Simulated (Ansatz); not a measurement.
Rock-salt LiI was calculated with HSE06 (Ansatz, a first-principles code, plane waves, PAW).

Settings: plane-wave cutoff 460 eV, 8×8×8 k mesh, Fermi–Dirac smearing 0.01 eV, scalar-relativistic PAW data made under PBE.

Results at a series of volumes:

```
V (Å³/atom)  E − E_lowest (meV/atom)  P (GPa)
-----------  -----------------------  -------
25.391                          5.28    1.261
25.831                          2.42    0.828
26.727                          0.00    0.060
27.395                          0.79   -0.428
28.063                          3.48   -0.853
```

Problem. What bulk modulus B0 and pressure derivative B′ does a third-order Birch–Murnaghan fit give?

Solution. V0 = 26.804 Å³/atom, B0 = 20.6 GPa, B′ = 4.5 (fit to the energies at full precision).

Measured, for comparison: bulk modulus 24 GPa (0 K, extrapolated to 0 K; as tabulated in Doll and Stoll (1998), arXiv:cond-mat/9801031). Computed (rounded) less measured: bulk modulus -14 %.

Spin–orbit coupling is not included.
